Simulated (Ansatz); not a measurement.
Here is an Ansatz 0.2.0 calculation.

The input input.yaml:

```yaml
crystal:
  lattice:
    - [3.2274645616, 0.0, 0.0]
    - [-1.6137322808, 2.7950663001, 0.0]
    - [0.0, 0.0, 6.31247342]
  atoms:
    - { symbol: Mo, position: [0.0, 0.0, 0.5] }
    - { symbol: S, position: [0.6666666667, 0.3333333333, 0.74468068] }
    - { symbol: S, position: [0.3333333333, 0.6666666667, 0.25531932] }
hamiltonian:
  xc: pbe
  pseudopotentials: { kind: paw }
kpoints:
  mp_grid: { grid: [9, 9, 4] }
scf:
  occupations: { method: gaussian, width: 0.018 }
output:
  forces: true
  stress: true
  eigenvalues: true
```

Potentials or basis: Ansatz PAW.

Run with:

```bash
$ ansatz run input.yaml --threads 2 --pin off --max-ram 5632MiB --backend cpu --events-out ev --progress --plain --runs-dir out
```

**Question.** Predict the pressure.

**Answer.** 1.1 GPa.

**Question.** Predict the band gap on the k mesh.

**Answer.** None (metal or under the smearing width).

Forces in eV/Å, atoms in the order of the input:
```
Mo   0.000  0.000  0.000
S    0.000  0.000  0.298
S    0.000  0.000 -0.298
```

Caveat: this functional lacks dispersion, which binds the layers, so the pressure and a relaxed spacing across them are unreliable.
